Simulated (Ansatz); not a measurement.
**Ionic part of the dielectric constant of AlN at 11 GPa, mode by mode**

Method: DFT PBEsol, scalar-relativistic, plane waves, PAW in Ansatz 0.2.0. Plane waves to 420 eV; Γ-centred k mesh 12×12×6; fixed occupations. No spin polarisation. Phonons by linear response, acoustic sum rule imposed.

Symmetry: P6_3mc, No. 186, hexagonal system. Conventional cell: a = 3.066 Å, b = 3.066 Å, c = 4.888 Å, α = 90.00°, β = 90.00°, γ = 120.00°. Al (site symmetry 3m) has 4 N at 1.86 to 1.87 Å as nearest neighbours. Around N (site symmetry 3m) lie 4 Al at 1.86 to 1.87 Å.

The primitive cell has V = 39.81 Å³ and ε∞,yy = 4.404. Each polar mode adds Δε = (4.92064×10⁷/V)·S/ν² along y, with S its oscillator strength in e²/amu, ν in cm⁻¹ and V in Å³.

Question: From these modes, find each Δε and ε0,yy.
```csv
ν (cm⁻¹),S_yy (e²/amu)
712.1,1.377
```

Answer:
```
ν (cm⁻¹)    Δε
   712.1  3.36
```

The sum is 3.357, so ε0,yy = 7.76; the run's tensor has 7.76.

Question: Where do the longitudinal modes lie for a wave vector along y?

Answer: At 945 cm⁻¹. The Lyddane–Sachs–Teller product Π(ν_LO/ν_TO)² = 1.76 matches ε0/ε∞ = 1.76.

Cost: 1 run of about 1.1 core-minutes, on Intel Xeon 6975P-C (Granite Rapids) (shared hosts).